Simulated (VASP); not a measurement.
Here is a VASP 6.6.1 calculation.

Contents of INCAR:

```
PREC = Accurate ; ENCUT = 520
EDIFF = 1E-7 ; ISMEAR = 0
SIGMA = 0.02 ; LREAL = False
LASPH = True ; NELM = 100
ALGO = Normal ; ISIF = 2
LWAVE = False ; LCHARG = False
GGA = PE ; ICORELEVEL = 1
```

KPOINTS

```
Automatic mesh
0
Gamma
  10 10 5
```

The input POSCAR:

```
TaN
1.0
    2.9217699809      0.0000000000      0.0000000000
   -1.4608849905      2.5303270275      0.0000000000
    0.0000000000      0.0000000000      5.9165150000
Ta N
2 2
Direct
    0.0000000000      0.0000000000      0.5000000000
    0.0000000000      0.0000000000      0.0000000000
    0.3333333333      0.6666666667      0.2500000000
    0.6666666667      0.3333333333      0.7500000000
```

Potentials or basis: VASP PAW PBE potentials, release 64 (Ta_pv, N).

Run with:

```sh
$ cat potpaw_PBE.64/Ta_pv/POTCAR potpaw_PBE.64/N/POTCAR > POTCAR
$ mpirun -np 1 vasp_std > vasp.out
```

Q: Estimate the band gap on the k mesh.

A: None (metal or under the smearing width).

Q: Predict the pressure.

A: -0.4 GPa.

Core levels (eV, on the scale of the bands):
| atom | levels |
| --- | --- |
| 1 Ta | 1s -67330.4, 2s -11556.1, 2p -10123.3, 3s -2637.7, 3p -2211.7, 3d -1715.4, 4s -527.8, 4p -388.1, 4d -209.5, 4f -12.1, 5s -60.4 |
| 2 Ta | 1s -67330.4, 2s -11556.1, 2p -10123.3, 3s -2637.7, 3p -2211.7, 3d -1715.4, 4s -527.8, 4p -388.1, 4d -209.5, 4f -12.1, 5s -60.4 |
| 3 N | 1s -369.7 |
| 4 N | 1s -369.7 |

The run has no spin-orbit coupling, so splittings on Ta are missing.
